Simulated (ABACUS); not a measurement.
# Ru (P6_3/mmc) in ABACUS: further runs

The runs below take Ru through band structure, equation of state, with SCAN, PBE.

All numbers are computed with ABACUS 3.10.1; they aren't measurements. Logs are shortened: lines on timing, memory, paths and dates and some standing lists are left out, and cuts for length are marked.

## (1) The structure

It takes space group P6_3/mmc (No. 194, hexagonal). The conventional cell has a = 2.706 Å, b = 2.706 Å, c = 4.282 Å, α = 90.00°, β = 90.00°, γ = 120.00°. Ru (site symmetry -6m2) is surrounded by 12 Ru at 2.65 to 2.71 Å.

## (2) Band structure, SCAN

The input, INPUT:

```
INPUT_PARAMETERS
suffix              Ru
calculation         nscf
basis_type          pw
pseudo_dir          ./
symmetry            -1
dft_functional      scan
ecutwfc             97.0
pseudo_rcut         10
nspin               1
nbands              26
ks_solver           dav
smearing_method     fd
smearing_sigma      0.00367493
scf_thr             1e-08
scf_nmax            100
mixing_type         broyden
mixing_beta         0.7
mixing_tau          1
init_chg            file
pw_diag_thr         1e-07
out_band            1
kpar                4
```

The input, STRU:

```
ATOMIC_SPECIES
Ru 101.0700 Ru_ONCV_PBE-1.2.upf

LATTICE_CONSTANT
1.8897261246

LATTICE_VECTORS
2.7058000000 0.0000000000 0.0000000000
-1.3529000000 2.3432915376 0.0000000000
0.0000000000 0.0000000000 4.2819000000

ATOMIC_POSITIONS
Direct

Ru
0.0
2
0.6666666667 0.3333333333 0.7500000000 1 1 1
0.3333333333 0.6666666667 0.2500000000 1 1 1
```

The input, KPT:

```
K_POINTS
12
Line
0.00000000 0.00000000 0.00000000 10 // G
0.50000000 0.00000000 0.00000000 10 // M
0.33333333 0.33333333 0.00000000 10 // K
0.00000000 0.00000000 0.00000000 10 // G
0.00000000 0.00000000 0.50000000 10 // A
0.50000000 0.00000000 0.50000000 10 // L
0.33333333 0.33333333 0.50000000 10 // H
0.00000000 0.00000000 0.50000000 1 // A
0.50000000 0.00000000 0.50000000 10 // L
0.50000000 0.00000000 0.00000000 1 // M
0.33333333 0.33333333 0.00000000 10 // K
0.33333333 0.33333333 0.50000000 1 // H
```

Potentials or basis: SG15 ONCV 1.2 PBE, plane waves.

Command:

```sh
$ OMP_NUM_THREADS=1 mpirun -np 4 abacus > log
```

running log:

```text
ABACUS v3.10.1

               Atomic-orbital Based Ab-initio Computation at UStc

 ------------------------------------------------------------------------------------

 READING GENERAL INFORMATION
                           global_out_dir = OUT.Ru/
                           global_in_card = INPUT
                               pseudo_dir = ./
                              orbital_dir =
                                    DSIZE = 4
                                    GSIZE = 1

 READING UNITCELL INFORMATION
                                    ntype = 1
                  lattice constant (Bohr) = 1.88973
              lattice constant (Angstrom) = 1

 READING ATOM TYPE 1
                               atom label = Ru
                      L=0, number of zeta = 1
                      L=1, number of zeta = 1
                      L=2, number of zeta = 1
             number of atom for this type = 2

                        TOTAL ATOM NUMBER = 2
DIRECT COORDINATES
    atom                   x                   y                   z     mag                  vx                  vy                  vz
taud_Ru1            0.6666666667        0.3333333333        0.7500000000  0.0000        0.0000000000        0.0000000000        0.0000000000
taud_Ru2            0.3333333333        0.6666666667        0.2500000000  0.0000        0.0000000000        0.0000000000        0.0000000000

                          Volume (Bohr^3) = 183.213
                             Volume (A^3) = 27.1493

 Lattice vectors: (Cartesian coordinate: in unit of a_0)
              +2.7058                  +0                  +0
              -1.3529            +2.34329                  +0
                   +0                  +0             +4.2819
 Reciprocal vectors: (Cartesian coordinate: in unit of 2 pi/a_0)
            +0.369576           +0.213375                  -0
                   -0            +0.42675                  -0
                   +0                  -0           +0.233541
 The esolver type has been set to : ksdft_pw

                PAO radial cut off (Bohr) = 10

 Read in pseudopotential file is Ru_ONCV_PBE-1.2.upf
                     pseudopotential type = NC
          exchange-correlation functional = PBE
                 nonlocal core correction = 0
                        valence electrons = 16
                                     lmax = 2
                           number of zeta = 0
                     number of projectors = 6
                           L of projector = 0
                           L of projector = 0
                           L of projector = 1
                           L of projector = 1
                           L of projector = 2
                           L of projector = 2
 XC functional updated to : scan
          exchange-correlation functional = SCAN
     initial pseudo atomic orbital number = 0

 SETUP THE ELECTRONS NUMBER
            electron number of element Ru = 16
      total electron number of element Ru = 32
            AUTOSET number of electrons:  = 32
                           occupied bands = 16
                                   NBANDS = 26
                                   NLOCAL = 18

%%%%%%%%%%%%%%%%%%%%%%%%%%%%%%%%%%%%%%%%%%%%%%%%%%%%%%%%%%%%%%%%%%%%%%%%%%%%%%%%%%%%%%%%%%%%%%%%%%%%%%%%%%
 Warning: the number of valence electrons in pseudopotential > 8 for Ru: [Kr] 4d7 5s1
 Pseudopotentials with additional electrons can yield (more) accurate outcomes, but may be less efficient.
 If you're confident that your chosen pseudopotential is appropriate, you can safely ignore this warning.
[... 68 lines left out ...]
           k-point number in this process = 24
       minimum distributed K point number = 23

[... K-POINTS CARTESIAN COORDINATES: 24 rows ...]

[... K-POINTS DIRECT COORDINATES: 24 rows ...]

 SETUP PLANE WAVES FOR WAVE FUNCTIONS
     energy cutoff for wavefunc (unit:Ry) = 97
              fft grid for wave functions = [ 36, 36, 54 ]
                    number of plane waves = 3765
                         number of sticks = 199

 PARALLEL PW FOR WAVE FUNCTIONS
     PROC   COLUMNS(POT)             PW
        1            199           3765
 --------------- sum -------------------
        1            199           3765

 SETUP NONLOCAL PSEUDOPOTENTIALS IN PLANE WAVE BASIS
 Ru non-local projectors:
 projector 1 L=0
 projector 2 L=0
 projector 3 L=1
 projector 4 L=1
 projector 5 L=2
 projector 6 L=2
      TOTAL NUMBER OF NONLOCAL PROJECTORS = 36

 Init Non-Local PseudoPotential table :
 Init Non-Local-Pseudopotential done.

                                     npwx = 2990

 -------------------------------------------
 NONSELF-CONSISTENT
 -------------------------------------------
                                 init_chg = file
 try to read charge from file
 Read in the charge density: OUT.Ru//Ru-CHARGE-DENSITY.restart
 try to read kinetic energy density from file
 Read in the kinetic energy density: OUT.Ru//Ru-TAU-DENSITY.restart

 PW ALGORITHM --------------- ION=   1  ELEC=   1--------------------------------
 k(1/93) Iter steps (avg)=24 threshold=1e-07
 k(2/93) Iter steps (avg)=23 threshold=1e-07
 k(3/93) Iter steps (avg)=22 threshold=1e-07
 k(4/93) Iter steps (avg)=19 threshold=1e-07
 k(5/93) Iter steps (avg)=18 threshold=1e-07
 k(6/93) Iter steps (avg)=17 threshold=1e-07
 k(7/93) Iter steps (avg)=17 threshold=1e-07
 k(8/93) Iter steps (avg)=15 threshold=1e-07
 k(9/93) Iter steps (avg)=15 threshold=1e-07
 k(10/93) Iter steps (avg)=16 threshold=1e-07
[... 4 lines left out ...]
 k(15/93) Iter steps (avg)=16 threshold=1e-07
 k(16/93) Iter steps (avg)=18 threshold=1e-07
 k(17/93) Iter steps (avg)=18 threshold=1e-07
 k(18/93) Iter steps (avg)=17 threshold=1e-07
 k(19/93) Iter steps (avg)=19 threshold=1e-07
 k(20/93) Iter steps (avg)=20 threshold=1e-07
 k(21/93) Iter steps (avg)=21 threshold=1e-07
 k(22/93) Iter steps (avg)=21 threshold=1e-07
 k(23/93) Iter steps (avg)=21 threshold=1e-07
 k(24/93) Iter steps (avg)=19 threshold=1e-07
[... levels at 24 k points of this process ...]

 Density error is 0.00000000000
                          Error Threshold = 1.00000000000e-07
----------------------------------------------------------
     Energy           Rydberg                 eV
----------------------------------------------------------
 E_KohnSham     -377.2105926485      -5132.2134059759
 E_KS(sigma->0) -377.2102353972      -5132.2085453229
 E_Harris       -377.2105926485      -5132.2134059759
 E_band         -10.0174039333       -136.2937726605
 E_one_elec     -63.8413223270       -868.6057515016
 E_Hartree      54.1160457973        736.2865760719
 E_xc           -39.5001887271       -537.4276387639
 E_Ewald        -327.9844128891      -4462.4568704762
 E_entropy(-TS) -0.0007145026        -0.0097213061
 E_descf        0.0000000000         0.0000000000
 E_exx          0.0000000000         0.0000000000
 E_Fermi        1.7722089546         24.1121398286
----------------------------------------------------------

 charge density convergence is achieved
 final etot is -5132.2134060 eV
 EFERMI = 24.112139829 eV

 STATE ENERGY(eV) AND OCCUPATIONS    NSPIN == 1
 1/24 kpoint (Cartesian) = 0.0000 0.0000 0.0000 (2917 pws)
       1       -52.3122      0.0215054
       2       -52.0908      0.0215054
       3       -21.8098      0.0215054
       4       -20.7817      0.0215054
       5       -20.7817      0.0215054
       6       -20.5991      0.0215054
[... 158 lines left out ...]
      25        44.2138        0.00000
      26        44.3541        0.00000

[... levels at 18 further k points ...]

 --------------------------------------------
 !FINAL_ETOT_IS -5132.213405975928 eV
 --------------------------------------------

 Output bands in file: OUT.Ru/BANDS_1.dat
```

It took 21 s on 4 MPI ranks of AMD EPYC 9R45 (Zen 5), shared host; peak memory 0.44 GiB.

Levels at the corners of the path, in eV from the Fermi level:
```tsv
point	band 14	band 15	band 16	band 17	band 18	band 19
Γ	-2.02	-2.02	-1.49	-1.49	0.92	1.30
M	-2.13	-1.65	1.57	2.01	2.06	4.17
K	-3.11	-1.17	1.13	1.13	1.56	7.18
Γ	-2.02	-2.02	-1.49	-1.49	0.92	1.30
A	-2.92	-2.92	-2.92	0.60	0.60	0.60
L	-1.13	0.31	0.31	1.84	1.84	3.33
H	-3.01	-1.26	-1.26	1.34	1.34	8.56
A	-2.92	-2.92	-2.92	0.60	0.60	0.60
L	-1.13	0.31	0.31	1.84	1.84	3.33
M	-2.13	-1.65	1.57	2.01	2.06	4.17
K	-3.11	-1.17	1.13	1.13	1.56	7.18
H	-3.01	-1.26	-1.26	1.34	1.34	8.56
```

Caveat: the density is read from an earlier self-consistent run, whose mesh may be coarse.

(Continued in part 2 of 2.)
